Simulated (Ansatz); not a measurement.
# A defect in a wire: armchair graphene nanoribbon (N = 7, H edges), Stone-Wales bond rotation, part 2 of 4

What does the defect do to the conductance?

Ansatz 0.2.0; DFT PBE, plane waves, PAW; relaxation of a wire's period (the session's first sound run).

So far. Step 2 (The relaxed wire): The cell's length comes to 4.300 Å with spin left out.

## 3. Bands of the perfect wire

This step: DFT PBE, plane waves, PAW; channels and complex bands of a perfect wire (Ansatz 0.2.0).

At the relaxed period the Bloch states of the perfect wire are found at each energy: those that move forward count the open channels, and those that decay describe how a disturbance dies away inside the wire itself. An energy step of 0.035 eV is under the 0.039 eV that the program asks for its thermal average at 300 K.

The input, input.yaml:

```yaml
crystal:
  lattice:
    - [16.232, 0.0, 0.0]
    - [0.0, 7.0, 0.0]
    - [0.0, 0.0, 4.2998212828]
  atoms:
    - { symbol: C, position: [0.273844133, 0.5, 0.007367062] }
    - { symbol: C, position: [0.423835595, 0.5, 0.99974327] }
    - { symbol: C, position: [0.576164405, 0.5, 0.99974327] }
    - { symbol: C, position: [0.726155867, 0.5, 0.007367062] }
    - { symbol: C, position: [0.273844133, 0.5, 0.325966271] }
    - { symbol: C, position: [0.423835595, 0.5, 0.333590063] }
    - { symbol: C, position: [0.576164405, 0.5, 0.333590063] }
    - { symbol: C, position: [0.726155867, 0.5, 0.325966271] }
    - { symbol: H, position: [0.214810782, 0.5, 0.445613762] }
    - { symbol: H, position: [0.785189218, 0.5, 0.445613762] }
    - { symbol: C, position: [0.348109846, 0.5, 0.499145134] }
    - { symbol: C, position: [0.5, 0.5, 0.501346896] }
    - { symbol: C, position: [0.651890154, 0.5, 0.499145134] }
    - { symbol: C, position: [0.348109846, 0.5, 0.834188199] }
    - { symbol: C, position: [0.5, 0.5, 0.831986438] }
    - { symbol: C, position: [0.651890154, 0.5, 0.834188199] }
    - { symbol: H, position: [0.214810782, 0.5, 0.887719571] }
    - { symbol: H, position: [0.785189218, 0.5, 0.887719571] }
kpoints:
  mp_grid: { grid: [1, 1, 19] }
scf:
  occupations: { method: fermi_dirac, width: 0.05 }
hamiltonian:
  xc: pbe
output:
  transmission:
    e_range: [-1.26, 1.26]
    de: 0.035
    kmesh: [1, 1]
    reduced_basis: true
    leads: [[0, 0]]
basis:
  ecutwfc: "350 eV"
```

Run with:

```console
$ ansatz run input.yaml --threads 4 --pin off --max-ram 16384MiB --backend cpu --events-out ev --progress --plain --runs-dir out
```

Numbers of over 12 decimals in the logs are rounded to 6 here.

The program printed:

```text
Warning: basis.ecutwfc = 350 eV is below the records' recommended 420 eV, and the density's cutoff is lower with it unless basis.ecutrho_ratio is high enough to keep the records' density cutoff: compare with a run at a higher cutoff
[...]
Crystal: 18 atoms, lattice volume = 488.563 Å³
Basis set: ecut = 350 eV, 7297 PW (Γ)
Bands: 48, of which v1, the nominal top of the filled ones, is band 30 counted from 1 (29 counted from 0)
Symmetry: 8 space group operations
[...]
k-points: 10 of 19
[...]
SCF iter   1: F=—  HF=-3576.031824 eV  |F-HF|=—  |Δ(HF+E_count)|=         —  Δρ=2.88e-3  dr2=1.09e-1  ethr=1.77e-3  ⟨swp⟩=9.2  Hψ=2792  notcnv=0  defer=84
[...]
SCF iter   7: F=-3576.014916 eV  HF=-3576.014916 eV  |F-HF|=5.52e-8  |Δ(HF+E_count)|=   8.37e-7  Δρ=4.18e-6  dr2=5.65e-8  ethr=1.67e-10  ⟨swp⟩=20.1  Hψ=3468  notcnv=0
SCF 1 converged in 7 iterations: F = -3576.014916 eV  dr2 = 5.65e-8
[...]
transmission: 8 of 8 steps passed
Second SCF, for the conductance: iteration 1, dr2 1.134e-7 eV
Second SCF, for the conductance: iteration 2, dr2 3.185e-8 eV
Second SCF, for the conductance: iteration 3, dr2 7.447e-9 eV
transmission: 8 of 8 steps passed
SCF converged after 7 iterations
Free energy (F): -3576.014916 eV
[...]
Internal energy: -3576.014916 eV  (E = F + TS)
E sigma→0 (E₀):  -3576.014916 eV
Entropy (-TS):   -0.000000 eV (-0.000 meV/atom)
Fermi energy:    -0.948590 eV
[...]
--- Band table (eV; the first three rows and the last of 10) ---
  k-point 0: bands = [... 26 lower, -3.7470, -2.9388, -1.9093, -1.7297, -0.1568, -0.0737, 0.6190, 1.7102, ... 14 higher]
  k-point 1: bands = [... 26 lower, -3.7390, -3.0465, -2.0576, -1.7967, -0.1036, 0.0798, 0.7483, 1.7317, ... 14 higher]
  k-point 2: bands = [... 26 lower, -3.7161, -3.3335, -2.4071, -1.9750, 0.0358, 0.4450, 1.0949, 1.7963, ... 14 higher]
  k-point 9: bands = [... 26 lower, -5.3418, -4.4317, -4.0308, -3.3817, 0.8996, 1.8327, 2.2313, 3.4252, ... 14 higher]
--- Transmission ---
  basis      : 825 plane waves across, 8 finite elements along
  points     : 1, standing for a mesh of 1 x 1
  filling    : by a second SCF (3 iterations) under fermi_dirac of width 0.025852 eV on a mesh of 1 x 1 x 31, whose Fermi level is -0.945019 eV
  energies   : 73 from -1.260000 to 1.260000 eV about the Fermi level, 0.035000 eV apart; the leads are filled to 0.000000 eV, and channels, transmission and decay are at 0.000000 eV
  crystal 0  : C14H4, at the sites [0, 0], period 4.2998 Å: whole cells are its period
    offset         : up to 0.0000 Å between an atom of the period and one for which it stands
    filled         : 7.5 meV over the level at which it is neutral
    channels       : 0.000000e0 a spin
    conductance    : 9.2080e0 S/m² at 300 K; may be off by some 0.0 % by where its bands' edges are placed, 2.8 % from the distance to neutral
    slowest decay  : 0.1278 /Å at (0.0000, 0.0000)
```

It took 17 min on 4 threads of Arm Neoverse V2, shared host; peak memory 6 GiB.

In the SCF lines HF is the Harris–Foulkes energy and dr2 the Hartree energy of the density residual, in eV; the loop may stop once dr2 is under the threshold and the program's other checks hold. Hψ counts applications of the Hamiltonian.

This step gave:

```
channels at the energy nearest the Fermi level, one spin        : 0
conductance of the lead as this run defines it                  : 1.35e-13 G₀
slowest decay in the lead at the energy nearest the Fermi level : 0.1278 Å⁻¹
band gap                                                        : 1.573 eV
```

Open channels of the lead, one spin against energy, zero at the Fermi level:

energy (eV), open channels of the lead, one spin and a bar:
```
    -1.26       2.00 ##############################
    -1.19       2.00 ##############################
    -1.12       2.00 ##############################
    -1.05       2.00 ##############################
    -0.98       2.00 ##############################
    -0.91       1.00 ###############
    -0.84       1.00 ###############
    -0.77       0.00 
    -0.70       0.00 
    -0.63       0.00 
    -0.59       0.00 
    -0.53       0.00 
    -0.46       0.00 
    -0.39       0.00 
    -0.32       0.00 
    -0.24       0.00 
    -0.17       0.00 
    -0.10       0.00 
    -0.04       0.00 
     0.00       0.00 
     0.04       0.00 
     0.10       0.00 
     0.17       0.00 
     0.24       0.00 
     0.32       0.00 
     0.39       0.00 
     0.46       0.00 
     0.53       0.00 
     0.59       0.00 
     0.63       0.00 
     0.70       0.00 
     0.77       0.00 
     0.84       1.00 ###############
     0.91       2.00 ##############################
     0.98       2.00 ##############################
     1.05       2.00 ##############################
     1.12       2.00 ##############################
     1.19       2.00 ##############################
     1.26       2.00 ##############################
```

The slowest values at each energy, most degenerate partners merged, listed up to 1.5 1/Å. Table of Im kz of the slowest decaying states by energy, zero at the Fermi level:

| energy (eV) | decay 1 (Å⁻¹) | decay 2 (Å⁻¹) | decay 3 (Å⁻¹) | decay 4 (Å⁻¹) |
| --- | --- | --- | --- | --- |
| -1.190 | 0.177 | 0.462 | 0.473 | 0.498 |
| -1.085 | 0.184 | 0.467 | 0.479 | 0.502 |
| -1.015 | 0.188 | 0.470 | 0.484 | 0.503 |
| -0.910 | 0.0473 | 0.193 | 0.475 | 0.489 |
| -0.805 | 0.0746 | 0.197 | 0.479 | 0.494 |
| -0.700 | 0.0862 | 0.0919 | 0.200 | 0.483 |
| -0.595 | 0.104 | 0.123 | 0.203 | 0.487 |
| -0.490 | 0.113 | 0.147 | 0.204 | 0.490 |
| -0.385 | 0.120 | 0.165 | 0.205 | 0.493 |
| -0.315 | 0.123 | 0.174 | 0.205 | 0.495 |
| -0.210 | 0.126 | 0.185 | 0.204 | 0.491 |
| -0.105 | 0.128 | 0.192 | 0.203 | 0.485 |
| 0.000 | 0.128 | 0.198 | 0.479 | 0.503 |
| 0.105 | 0.126 | 0.197 | 0.471 | 0.505 |
| 0.210 | 0.122 | 0.193 | 0.463 | 0.507 |
| 0.315 | 0.117 | 0.183 | 0.192 | 0.454 |
| 0.385 | 0.112 | 0.174 | 0.190 | 0.447 |
| 0.490 | 0.103 | 0.156 | 0.185 | 0.436 |
| 0.595 | 0.0901 | 0.131 | 0.179 | 0.424 |
| 0.700 | 0.0725 | 0.0894 | 0.172 | 0.411 |
| 0.805 | 0.0445 | 0.164 | 0.396 | 0.513 |
| 0.910 | 0.155 | 0.380 | 0.514 | 0.532 |
| 1.015 | 0.144 | 0.362 | 0.514 | 0.532 |
| 1.085 | 0.136 | 0.349 | 0.514 | 0.532 |
| 1.190 | 0.121 | 0.328 | 0.514 | 0.531 |

By hand: a barrier of this wire, of length L, would pass T ∝ exp(−2κL) at this energy; with κ = 0.128 Å⁻¹ one decade takes ln 10 / (2κ) = 9.01 Å.

At the computed energy nearest the Fermi level there are 0 channels a spin, and the thermal average gives 1.4e-13 G₀; the gap is 1.57 eV.

[end of part 2 of 4]

[Logs are printed without paths, hosts, clocks, repeated set-up lines and the standing remarks that a program may print on its own settings, such as how far it seeks lower states.]

[Hosts, paths, dates, database ids (printed as entryN), source tags and the programs' standing remarks are cut or masked in the printed files.]
